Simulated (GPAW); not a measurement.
ZrSe2:

```
Zr Se
1.0
     3.79800    0.00000    0.00000
    -1.89900    3.28916    0.00000
     0.00000    0.00000    6.19200
Zr Se
1 2
Direct
  0.00000 0.00000 0.00000
  0.66667 0.33333 0.75000
  0.33333 0.66667 0.25000
```

- Program: GPAW 26.7.0
- Task: relaxation of cell and atoms
- Functional: PBE
- Dispersion: D4
- Potentials or basis: GPAW PAW data sets (gpaw-data 1.2.1)
- Cutoff: 600 eV
- Basis: pw
- k mesh: 6 × 6 × 3
- Occupations: fermi-dirac, width 0.05 eV
- Spin: no spin polarisation

At the start: pressure -0.1 GPa; volume 25.78 Å³/atom.

Q: How do energy, volume and symmetry change on relaxing?

A: Over 12 steps the energy falls by 4.9 meV/atom and the volume is 24.86 Å³/atom (-3.6 %); space group P-3m1 (No. 164, to 0.05 Å).

Step by step:
| step | energy change (eV) | largest force (eV/Å) | pressure (GPa) | volume (Å³) |
| --- | --- | --- | --- | --- |
| 1 | 0.0000 | 0.2529 | -0.11 | 77.35 |
| 2 | -0.0022 | 0.2140 | -0.25 | 77.33 |
| 3 | -0.0098 | 0.0318 | -0.98 | 76.99 |
| 4 | -0.0107 | 0.0380 | -0.89 | 76.78 |
| 5 | -0.0130 | 0.0036 | -0.15 | 75.70 |
| 6 | -0.0131 | 0.0210 | -0.04 | 75.61 |
| 7 | -0.0133 | 0.0424 | 0.08 | 75.49 |
| 8 | -0.0136 | 0.0635 | 0.21 | 75.27 |
| 9 | -0.0141 | 0.0743 | 0.32 | 74.89 |
| 10 | -0.0146 | 0.0532 | 0.26 | 74.58 |
| 11 | -0.0147 | 0.0178 | 0.10 | 74.53 |
| 12 | -0.0148 | 0.0014 | 0.01 | 74.58 |

Final structure:
```
CELL_PARAMETERS angstrom
3.75644 0.00000 0.00000
-1.87822 3.25317 0.00000
0.00000 0.00000 6.10294
ATOMIC_POSITIONS crystal
Zr 0.00000 0.00000 0.00000
Se 0.66667 0.33333 0.73983
Se 0.33333 0.66667 0.26017
```

Caveat: later steps reuse the first step's grids.
